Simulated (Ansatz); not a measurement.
# TiH2: the cost of one run

Program: Ansatz 0.2.0. Level of theory: DFT PBEsol, scalar-relativistic, plane waves, PAW. These are calculated values, not measurements.

1 further run of the same task is left out (set aside as unsound or not needed).

## Step 1: The starting structure

It takes space group I4/mmm (No. 139, tetragonal). Conventional cell: a = 3.193 Å, b = 3.193 Å, c = 4.267 Å, α = 90.00°, β = 90.00°, γ = 90.00°. Ti (site symmetry 4/mmm) has 8 H at 1.92 Å as nearest neighbours. Around H (site symmetry -4m2) lie 4 Ti at 1.92 Å.

Structure file:

```cif
data_structure
_symmetry_space_group_name_H-M 'P 1'
_symmetry_Int_Tables_number 1
_cell_length_a 3.1064
_cell_length_b 3.1064
_cell_length_c 3.1064
_cell_angle_alpha 118.146
_cell_angle_beta 118.146
_cell_angle_gamma 93.243
_cell_volume 21.75
loop_
_atom_site_label
_atom_site_type_symbol
_atom_site_fract_x
_atom_site_fract_y
_atom_site_fract_z
_atom_site_occupancy
Ti1 Ti 0.00000 0.00000 0.00000 1
H1 H 0.75000 0.25000 0.50000 1
H2 H 0.25000 0.75000 0.50000 1
```

The structure comes from the Crystallography Open Database.

## Step 2: A change within the space group

What differs from the listed cell: strain xx, yy, zz, yz, xz, xy = +4.4, +4.4, -4.6, +0.0, +0.0, +0.0 %.

File input.yaml:

```yaml
crystal:
  lattice:
    - [-1.666634245, 1.666634245, 2.035209655]
    - [1.666634245, -1.666634245, 2.035209655]
    - [1.666634245, 1.666634245, -2.035209655]
  atoms:
    - { symbol: Ti, position: [0.0, 0.0, 0.0] }
    - { symbol: H, position: [0.75, 0.25, 0.5] }
    - { symbol: H, position: [0.25, 0.75, 0.5] }
basis:
  ecutwfc: 420
kpoints:
  mp_grid: { grid: [18, 18, 18] }
hamiltonian:
  xc: pbesol
scf:
  occupations: { method: gaussian, width: 0.1 }
output:
  forces: true
  stress: true
  eigenvalues: true
  populations: true
```

**Question.** How long does this run take on 1 thread of an Arm CPU, shared host, and how much memory does it need?

About 16 s, with a peak of 0.38 GiB.
